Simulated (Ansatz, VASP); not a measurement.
# SrCa (SrCa in the L10 ordering): VASP beside Ansatz, part 3 of 3

One calculation is typed for both programs; each brings its own data sets. How far apart do they land? The cell is generated by rule, not measured, and may not be a known phase. Of the first pair: The cell is taken from a series of runs on this material, whose earlier steps may have relaxed, scaled, displaced or heated it; both programs get it as it stands.

VASP 6.6.1 and Ansatz 0.2.0.

So far: Starting point; Ansatz: zone-centre phonons, PBE; VASP: zone-centre phonons, PBE; Differences.

### Step 5. VASP: relaxation of cell and atoms, PBE

Level of this step: PBE; plane waves and PAW (Ca_sv, Sr_sv); invented cell (VASP).

The relaxed volume is the usual yardstick between codes: in a stiff, nearly cubic crystal its relative difference is about their pressure difference at one cell divided by the bulk modulus. Its start cell is another than that of the pair before, and may be another structure of the material.

File INCAR:

```
SYSTEM = SrCa
PREC = Accurate
ENCUT = 500
EDIFF = 1E-07
NELM = 120
ISMEAR = 0
SIGMA = 0.1
LREAL = .FALSE.
ALGO = Normal
GGA = PE
NBANDS = 16
LORBIT = 11
LWAVE = .FALSE.
LCHARG = .FALSE.
ISIF = 3
IBRION = 2
NSW = 80
EDIFFG = -0.005
LASPH = .TRUE.
GGA_COMPAT = .FALSE.
NELMIN = 4
```

File POSCAR:

```
SrCa
1.0
    4.1390697204      0.0000000000      0.0000000000
    0.0000000000      4.1390697204      0.0000000000
    0.0000000000      0.0000000000      5.6439221327
Ca Sr
1 1
Direct
    0.0000000000      0.0000000000      0.0000000000
    0.5000000000      0.5000000000      0.5000000000
```

File KPOINTS:

```
Automatic mesh
0
Gamma
8 8 6
0 0 0
```

The projector-augmented-wave data sets are Ca_sv and Sr_sv (PBE family, release 64).

Launch:

```console
$ mpirun -np 1 vasp_std
```

Numbers of over 12 decimals in the logs are rounded to 6 here.

The program printed:

```text
[... set-up lines as in an earlier step ...]
 entering main loop
       N       E                     dE             d eps       ncg     rms          rms(c)
DAV:   1     0.136652226037E+03    0.13665E+03   -0.93419E+03  1920   0.106E+03
DAV:   2     0.388877856142E+01   -0.13276E+03   -0.13111E+03  2416   0.274E+02
DAV:   3    -0.338724585218E+01   -0.72760E+01   -0.72179E+01  3712   0.502E+01
DAV:   4    -0.354769227273E+01   -0.16045E+00   -0.16042E+00  2504   0.694E+00
[...]
DAV:  10    -0.354464622851E+01   -0.93168E-05   -0.25544E-05  2536   0.384E-02    0.110E-02
DAV:  11    -0.354464746552E+01   -0.12370E-05   -0.22714E-06  2896   0.988E-03    0.328E-03
DAV:  12    -0.354464740643E+01    0.59084E-07   -0.15397E-07  2232   0.264E-03
   1 F= -.35446474E+01 E0= -.35385296E+01  d E =-.354465E+01
[...]
N       E                     dE             d eps       ncg     rms          rms(c)
DAV:   1    -0.354468438424E+01   -0.36919E-04   -0.12949E-03  2032   0.307E-01    0.359E-02
DAV:   2    -0.354466166878E+01    0.22715E-04   -0.10066E-04  2784   0.735E-02    0.212E-02
DAV:   3    -0.354464880343E+01    0.12865E-04   -0.50942E-05  3352   0.471E-02    0.108E-02
DAV:   4    -0.354465035555E+01   -0.15521E-05   -0.47901E-06  2560   0.128E-02    0.635E-03
DAV:   5    -0.354465255090E+01   -0.21953E-05   -0.23634E-06  3632   0.742E-03    0.114E-03
DAV:   6    -0.354465245895E+01    0.91950E-07   -0.59088E-08  1576   0.148E-03
   2 F= -.35446525E+01 E0= -.35385382E+01  d E =-.505251E-05
 trial-energy change:   -0.000005  1 .order   -0.000005   -0.000007   -0.000004
 step:   2.2432(harm=  2.2432)  dis= 0.00000  next Energy=    -3.544655 (dE=-0.749E-05)
 reached required accuracy - stopping structural energy minimisation
```

Parts of OUTCAR (step 5):

```text
  Total       -0.0054220     -0.0054220      0.0081251      0.0000000      0.0000000      0.0000000
  in kB       -0.0898844     -0.0898844      0.1346964      0.0000000      0.0000000      0.0000000
  external PRESSURE =      -0.0150241 kB  Pullay stress =       0.0000000 kB

 POSITION                                       TOTAL-FORCE (eV/Angst)
 -----------------------------------------------------------------------------------
      0.00000      0.00000      0.00000         0.000000      0.000000      0.000000
      2.06896      2.06896      2.82220        -0.000000      0.000000      0.000000
 -----------------------------------------------------------------------------------
    total drift:                                0.000000      0.000000      0.000000

  FREE ENERGIE OF THE ION-ELECTRON SYSTEM (eV)
  ---------------------------------------------------
  free  energy   TOTEN  =        -3.5446524589 eV

  energy  without entropy=       -3.5324238727  energy(sigma->0) =       -3.53853817

 reached required accuracy - stopping structural energy minimisation

[... 3 further parts left out ...]
[key lines of the parts left out:]
E-fermi :   1.7553
```

The run keeps the 16 symmetry operations of its start, so it cannot find a distortion of lower symmetry.

### Step 6. Ansatz: relaxation of cell and atoms, PBE

Its own start cell and the same functional, mesh and smearing now go to Ansatz, which takes its cutoff from its data sets.

The two relaxations start from unlike cells of this crystal (the structure described is Ansatz's start), so only their ends are compared.

File input.yaml:

```yaml
crystal:
  lattice:
    - [4.12999, 0.0, 0.0]
    - [0.0, 4.12999, 0.0]
    - [0.0, 0.0, 5.84074]
  atoms:
    - { symbol: Ca, position: [0.0, 0.0, 0.0] }
    - { symbol: Sr, position: [0.5, 0.5, 0.5] }
kpoints:
  mp_grid: { grid: [8, 8, 6] }
hamiltonian:
  xc: pbe
scf:
  occupations: { method: gaussian, width: 0.1 }
output:
  forces: true
  stress: true
  eigenvalues: true
  write_density: true
  write_potential: true
  elf: true
  volumetric_format: npy
relax:
  adjacent_minimum: "off"
  f_tol: 0.005
  max_steps: 80
  cell: { stress_tol: 0.05 }
```

Launch:

```console
$ ansatz run input.yaml --threads 4 --pin off --max-ram 8192MiB --backend cpu --events-out ev --progress --plain --runs-dir out
```

The program printed:

```text
[...]
Crystal: 2 atoms, lattice volume = 99.624 Å³
Basis set: ecut = 420 eV, 1923 PW (Γ), exchange–correlation on 60×60×80 points (8 copies of the dense FFT grid, shifted against one another)
Bands: 14, of which v1, the nominal top of the filled ones, is band 10 counted from 1 (9 counted from 0)
Symmetry: 16 space group operations
[...]
k-points: 60 of 384
[...]
--- Relaxed structure (6 steps of the walk, 6 accepted, 1 SCFs on fresh bases) ---
  F+E_penalty+E_count = -5361.05823419 eV   max|allowed force component| = 7.198e-30 eV/Å   (the final SCF, on the basis selected at the relaxed cell)
  cell:  # Å, volume = 96.5994 Å³
    - [4.132408, 0, 0.0]
    - [0, 4.132408, 0.0]
    - [0.0, 0.0, 5.656767]
  atoms:
    - { symbol: Ca, position: [0, 0, 0.0] }
    - { symbol: Sr, position: [0.5, 0.5, 0.5] }
[key lines of the parts left out:]
SCF converged after 5 iterations
Free energy (F): -5361.058234 eV
Fermi energy:    5.045909 eV
P = ⅓ Tr σ = 0.0000 GPa (0.000 kbar)
```

### Step 7. Comparison

What differs besides the data sets and the points named for the pairs above, as far as they apply: Ansatz adds a Pulay correction to the stress that steers its cell, VASP none. Total energies have different zeros and are not compared.

Compared:

```tsv
quantity	Ansatz	VASP	difference
volume (Å³)	96.60	96.65	-0.05 %
edge a after relaxation, in the typed setting (Å)	4.132	4.138	-0.13 %
edge c after relaxation, in the typed setting (Å)	5.657	5.644	+0.22 %
```

### Step 8. Summary of results

| Property | Result |
| --- | --- |
| r.m.s. difference of the optical zone-centre modes, each program's sorted by frequency (zone-centre phonons, PBE) | 0.88 cm⁻¹ |
| difference in optical mode 1 to 2 (zone-centre phonons, PBE) | -0.9 % |
| difference in edge c after relaxation, in the typed setting (relaxation of cell and atoms, PBE) | 0.22 % |

In words: The difference in edge c after relaxation, in the typed setting is 0.22 % (relaxation of cell and atoms, PBE), within the 1.2 % picked in this series as the mark of a large difference, as far as the stopping tolerances let one tell. Among the rows given in per cent, the largest difference of the zone-centre phonons, PBE pair is in optical mode 1 to 2, -0.9 %. 1 further run of this series is not shown here. Such differences can come from data sets, numerical settings and the points named under the comparisons, not from the functional's error against experiment.

[Lines on the potential files, build, host, timing and source positions are cut from VASP's logs without a mark.]

[Logs are printed without paths, hosts, clocks, repeated set-up lines and the standing remarks that a program may print on its own settings, such as how far it seeks lower states.]

[Hosts, paths, dates, database ids (printed as entryN), source tags and the programs' standing remarks are cut or masked in the printed files.]
